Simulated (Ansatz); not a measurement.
## Convergence of Sb

```
Sb
1.0
     2.15060    1.24165    3.74400
    -2.15060    1.24165    3.74400
     0.00000   -2.48330    3.74400
Sb
2
Direct
  0.23364 0.23364 0.23364
  0.76636 0.76636 0.76636
```

Atoms are numbered in the order listed.

The structure is an experimental refinement, used without relaxation.

No spin–orbit coupling, which matters for the heavy atoms here.

All numbers below come from Ansatz 0.2.0, DFT, PBE, all-electron LAPW, scalar-relativistic.

Numerical set-up: a Γ-centred 9×9×9 k mesh, Fermi–Dirac smearing of 0.05 eV, basis error target 0.5 meV/atom, no spin polarisation. One setting is then changed at a time.

```csv
basis error target (meV/atom),free energy less the base's (meV/atom),P (GPa),force Sb1 z (eV/Å),cutoff chosen (eV)
0.5 (base),0.0,3.13,0.199,249
3,0.8,3.14,0.198,202
10,3.1,3.16,0.198,172
30,9.6,3.23,0.196,146
0.1,-0.1,3.13,0.199,294
```
